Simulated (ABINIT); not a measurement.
Here is an ABINIT 10.8.3 (patched build) calculation.

The input run.abi:

```
# Pseudopotentials
pp_dirpath "./"
pseudos "Pb.GGA_PBE-JTH.xml, Se.GGA_PBE-JTH.xml"

# Structure
acell 3*1.0 Angstrom
rprim
     0.0000000000     3.0606500000     3.0606500000
     3.0606500000     0.0000000000     3.0606500000
     3.0606500000     3.0606500000     0.0000000000
ntypat 2
znucl 82 34
natom 2
typat 1 2
xred
     0.0000000000     0.0000000000     0.0000000000
     0.5000000000     0.5000000000     0.5000000000

# Plane-wave basis
ecut 462.593566 eV
pawecutdg 34.0

# k points
kptopt 1
ngkpt 10 10 10
nshiftk 1
shiftk 0.0 0.0 0.0

# Exchange and correlation
ixc 11

# Bands and occupations
nband 14
occopt 3
tsmear 0.05 eV

# SCF cycle
nstep 100
tolvrs 1.0e-9

# Output
iomode 3
prtwf 0
prtden 0
prteig 0
prtebands 0
enunit 2
```

Potentials or basis: JTH PAW PBE v2.0.

Run with:

```console
$ abinit run.abi > log 2>&1
```

Q: Estimate the band gap on the k mesh.

A: 0.28 eV, direct.

Caveat: spin-orbit coupling is left out, which as a rule narrows the gap of such compounds by several tenths of an eV.

**The experiment to reproduce.**

A printed reference work, monograph reports, for a bulk crystal of PbSe at 4.2 K: band gap 0.15 eV (direct).

Against the measured gap of PbSe, 0.15 eV (direct; 4.2 K; a printed reference work, monograph), the calculated 0.28 eV is off by +0.13 eV. 2 values of this kind are on record (0.15 to 0.28 eV); this one was drawn at random. Spin-orbit coupling on Pb, Se is left out. The value is that of PBE on a finite k mesh, which can miss the band edges, without temperature or zero-point motion.
